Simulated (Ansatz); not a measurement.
**PbO: a single-point run**

Wanted: a converged single-point run for PbO, and a check of what comes out. The structure is shown as the input types it. The cell is built on a prototype (CsCl type) and needn't be the phase found in nature.

Computed with Ansatz 0.2.0 (density functional or hybrid calculation with the settings of its input, plane waves (as first typed), unless a step's input says otherwise).

1 further run of the same task is left out (it didn't finish).

## 1. The system as given

Symmetry: Pm-3m, No. 221, cubic system. Conventional cell: a = 3.179 Å, b = 3.179 Å, c = 3.179 Å, α = 90.00°, β = 90.00°, γ = 90.00°. Pb (site symmetry m-3m) has 8 O at 2.75 Å as nearest neighbours. O (site symmetry m-3m) has 8 Pb at 2.75 Å as nearest neighbours.

As a file:

```cif
data_structure
_symmetry_space_group_name_H-M 'P 1'
_symmetry_Int_Tables_number 1
_cell_length_a 3.1794
_cell_length_b 3.1794
_cell_length_c 3.1794
_cell_angle_alpha 90.000
_cell_angle_beta 90.000
_cell_angle_gamma 90.000
_cell_volume 32.14
loop_
_atom_site_label
_atom_site_type_symbol
_atom_site_fract_x
_atom_site_fract_y
_atom_site_fract_z
_atom_site_occupancy
Pb1 Pb 0.00000 0.00000 0.00000 1
O1 O 0.50000 0.50000 0.50000 1
```

## 2. The calculation

File input.yaml:

```yaml
crystal:
  lattice:
    - [3.1793716482, 0.0, 0.0]
    - [0.0, 3.1793716482, 0.0]
    - [0.0, 0.0, 3.1793716482]
  atoms:
    - { symbol: Pb, position: [0.0, 0.0, 0.0] }
    - { symbol: O, position: [0.5, 0.5, 0.5] }
kpoints:
  mp_grid: { grid: [2, 4, 6] }
hamiltonian:
  xc: pbe
scf:
  occupations: { method: fixed }
  n_extra_bands: 4
output:
  forces: true
  stress: true
  eigenvalues: true
```

The run is started by

```
> ansatz run input.yaml --threads 4 --pin off --max-ram 3686MiB --backend cpu --events-out ev --progress --plain --runs-dir out
```

**Question.** How will this run end, and is anything wrong with its input?

The program finished normally, with warnings (symmetry narrowed by mesh). Its log warns: «crystal.symmetry: narrowed to the stabiliser of the k-point mesh — unitary ops 48 → 8; excluded 40 operations that carry a point of the 2×4×6 mesh (shift [0, 0 ...»

The suspect setting: kpoints.mp_grid.grid is [2, 4, 6]. Unequal divisions along equivalent axes break the crystal's symmetry in the sampling.

The test: set kpoints.mp_grid.grid to [6, 6, 6].
